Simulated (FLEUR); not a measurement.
The system is SrO.

```
Sr O
1.0
     0.00000    2.56630    2.56630
     2.56630    0.00000    2.56630
     2.56630    2.56630    0.00000
Sr O
1 1
Direct
  0.50000 0.50000 0.50000
  0.00000 0.00000 0.00000
```

Base run:

| Property | Result |
| --- | --- |
| Program | FLEUR MaX-R8.1 (later development tree) |
| Functional | PBE |
| Potentials or basis | all-electron |
| Basis | FLAPW |
| Kmax | 3.8 1/bohr |
| k mesh | 9 × 9 × 9 |
| Occupations | fermi-dirac, width 0.05 eV |
| Spin | no spin polarisation |

Its results: band gap on the k mesh 3.36 eV, indirect (least direct gap 3.45 eV).

Question: The run is repeated on the same cell with these changes: functional from PBE to RPBE; muffin-tin radii from Sr 2.4, O 1.95 bohr to Sr 2.48, O 2.01 bohr. What comes out?

Answer: Band gap on the k mesh 3.64 eV, indirect (least direct gap 3.72 eV).

Caveats: an odd mesh through Γ misses points on the zone boundary, where band edges often lie (some runs).

Not every run made on this cell is shown here.
